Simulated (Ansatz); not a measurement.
# HC20: the cost of one run

Program: Ansatz 0.2.0. Level of theory: DFT PBE+D3(BJ), scalar-relativistic, plane waves, PAW. These are calculated values, not measurements.

5 further runs of the same task are left out: 5 set aside as unsound or not needed. Runs told in other sessions of the task aren't counted.

## Step 1: Starting point

Symmetry: P1, No. 1, triclinic system. The conventional cell has a = 4.929 Å, b = 6.805 Å, c = 22.235 Å, α = 90.00°, β = 90.00°, γ = 90.00°. C (site symmetry 1) has 2 C at 1.42 Å in its first shell of neighbours. Around C (site symmetry 1) lie 3 C at 1.42 Å. C (site symmetry 1) has 3 C at 1.42 to 1.58 Å in its first shell of neighbours. Only part of the 21 independent sites is listed.

As a file:

```cif
data_structure
_symmetry_space_group_name_H-M 'P 1'
_symmetry_Int_Tables_number 1
_cell_length_a 4.9292
_cell_length_b 6.8054
_cell_length_c 22.2347
_cell_angle_alpha 90.000
_cell_angle_beta 90.000
_cell_angle_gamma 90.000
_cell_volume 745.87
loop_
_atom_site_label
_atom_site_type_symbol
_atom_site_fract_x
_atom_site_fract_y
_atom_site_fract_z
_atom_site_occupancy
C1 C 0.31229 0.25001 0.17990 1
C2 C 0.81229 0.25001 0.17990 1
C3 C 0.06226 0.25001 0.21191 1
C4 C 0.56226 0.25001 0.21191 1
C5 C 0.18720 0.74999 0.22791 1
C6 C 0.68720 0.74999 0.22791 1
C7 C 0.43717 0.74999 0.25992 1
C8 C 0.93717 0.74999 0.25992 1
C9 C 0.06211 0.25001 0.27592 1
C10 C 0.56211 0.25001 0.27592 1
C11 C 0.31204 0.25001 0.30710 1
C12 C 0.81204 0.25001 0.30710 1
C13 C 0.43711 0.74999 0.33093 1
C14 C 0.93711 0.74999 0.33093 1
C15 C 0.18666 0.74999 0.35655 1
C16 C 0.68666 0.74999 0.35655 1
C17 C 0.31195 0.25001 0.37405 1
C18 C 0.81195 0.25001 0.37405 1
C19 C 0.06217 0.25002 0.40183 1
C20 C 0.56217 0.25002 0.40183 1
H1 H 0.06217 0.41668 0.55025 1
```

This is the geometry of the first run shown, built on a cell relaxed beforehand with the same method.

## Step 2: What is varied

Atoms count from 1 in the order of the input.

H is moved over the surface cell at a fixed height above a rigid substrate; the origin of the map has the adsorbate above C19; the height is held at 3.30 Å.

- position of H21 along the first surface vector, from above C19: 6 values from 0.000 to 0.833, periodic
- position of H21 along the second surface vector, from above C19: 6 values from 0.000 to 0.833, periodic

Nothing else is relaxed. Points are written as (first, second).

The two vectors of the plane (Å): (2.465, 0.000, 0.000); (0.000, 6.805, 0.000).

## Step 3: The run at (0/6, 1/6) of the map's two axes

A dipole layer in the vacuum cancels the field that periodic copies would set up if the slab's two faces differ.

input.yaml

```yaml
crystal:
  lattice:
    - [4.9292027291, 0.0, 0.0]
    - [0.0, 6.8054113579, 0.0]
    - [0.0, 0.0, 22.2346643469]
  atoms:
    - { symbol: C, position: [0.3122885183, 0.2500141188, 0.1798992752] }
    - { symbol: C, position: [0.8122885183, 0.2500141188, 0.1798992752] }
    - { symbol: C, position: [0.062263501, 0.2500141188, 0.2119095571] }
    - { symbol: C, position: [0.562263501, 0.2500141188, 0.2119095571] }
    - { symbol: C, position: [0.1871989222, 0.7499858812, 0.2279080302] }
    - { symbol: C, position: [0.6871989222, 0.7499858812, 0.2279080302] }
    - { symbol: C, position: [0.4371739048, 0.7499858812, 0.259918312] }
    - { symbol: C, position: [0.9371739048, 0.7499858812, 0.259918312] }
    - { symbol: C, position: [0.062109326, 0.2500141188, 0.2759167852] }
    - { symbol: C, position: [0.562109326, 0.2500141188, 0.2759167852] }
    - { symbol: C, position: [0.3120409925, 0.2500133946, 0.3071026518] }
    - { symbol: C, position: [0.8120409925, 0.2500133946, 0.3071026518] }
    - { symbol: C, position: [0.4371093881, 0.7499905632, 0.3309339292] }
    - { symbol: C, position: [0.9371093881, 0.7499905632, 0.3309339292] }
    - { symbol: C, position: [0.1866551682, 0.7499900467, 0.3565506911] }
    - { symbol: C, position: [0.6866551682, 0.7499900467, 0.3565506911] }
    - { symbol: C, position: [0.3119519864, 0.2500147752, 0.3740490919] }
    - { symbol: C, position: [0.8119519864, 0.2500147752, 0.3740490919] }
    - { symbol: C, position: [0.0621664184, 0.2500173699, 0.40183491] }
    - { symbol: C, position: [0.5621664184, 0.2500173699, 0.40183491] }
    - { symbol: H, position: [0.0621664184, 0.4166840366, 0.550251812] }
basis:
  ecutwfc: 420
kpoints:
  mp_grid: { grid: [6, 4, 1] }
hamiltonian:
  xc: pbe
  pseudopotentials: { kind: paw, azcp: { folder: soft_1 } }
  dispersion: d3bj
scf:
  occupations: { method: gaussian, width: 0.1 }
output:
  forces: true
  eigenvalues: true
efield:
  axis: 3
  dipole_correction: true
  ramp_width: 0.04
```

Launch:

```
$ ansatz run input.yaml --threads 4 --pin off --max-ram 12288MiB --backend cpu --events-out ev --progress --plain --runs-dir out
```

Q: Estimate wall time and peak memory on 4 threads of Arm Neoverse N1, shared host.

About 63 s, with a peak of 1.4 GiB.
